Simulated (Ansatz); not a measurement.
# Os: the cost of one run

Program: Ansatz 0.2.0. Level of theory: DFT PBEsol, scalar-relativistic, plane waves, PAW. These are calculated values, not measurements.

1 further run of the same task is left out (set aside as unsound or not needed).

## Step 1: The system as given

The structure is hexagonal, space group P6_3/mmc (No. 194). The conventional cell has a = 2.727 Å, b = 2.727 Å, c = 4.313 Å, α = 90.00°, β = 90.00°, γ = 120.00°. Around Os (site symmetry -6m2) lie 12 Os at 2.67 to 2.73 Å.

Coordinates:

```
Os
1.0
     2.72721    0.00000    0.00000
    -1.36361    2.36184    0.00000
     0.00000    0.00000    4.31324
Os
2
Direct
  0.33333 0.66667 0.25000
  0.66667 0.33333 0.75000
```

This cell was relaxed beforehand with the same method: volume 13.89 Å³/atom, gap on the mesh none (metal).

## Step 2: Static run: bands, density of states and charges

Contents of input.yaml:

```yaml
crystal:
  lattice:
    - [2.7272132493, 0.0, 0.0]
    - [-1.3636066246, 2.3618359554, 0.0]
    - [0.0, 0.0, 4.3132446887]
  atoms:
    - { symbol: Os, position: [0.3333333333, 0.6666666667, 0.25] }
    - { symbol: Os, position: [0.6666666667, 0.3333333333, 0.75] }
basis:
  ecutwfc: 420
kpoints:
  mp_grid: { grid: [18, 18, 10] }
  band_path:
    path:
      - [[0.0, 0.0, 0.0], [0.5, 0.0, 0.0], [0.33333333, 0.33333333, 0.0], [0.0, 0.0, 0.0], [0.0, 0.0, 0.5], [0.5, 0.0, 0.5], [0.33333333, 0.33333333, 0.5], [0.0, 0.0, 0.5]]
      - [[0.5, 0.0, 0.5], [0.5, 0.0, 0.0]]
      - [[0.33333333, 0.33333333, 0.5], [0.33333333, 0.33333333, 0.0]]
    npoints: 14
hamiltonian:
  xc: pbesol
scf:
  occupations: { method: gaussian, width: 0.1 }
  n_extra_bands: 6
output:
  forces: true
  stress: true
  eigenvalues: true
  populations: true
  dos: { projected: true, de: 0.02, nscf_kmesh: { grid: [27, 27, 15] } }
  bader: true
  write_density: true
  write_potential: true
  elf: true
  volumetric_format: npy
```

Run with:

```console
$ ansatz run input.yaml --threads 1 --pin off --max-ram 2560MiB --backend cpu --events-out ev --progress --plain --runs-dir out
```

Q: Estimate wall time and peak memory on 1 thread of Arm Neoverse V1, shared host.

About 36 s, with a peak of 0.44 GiB.
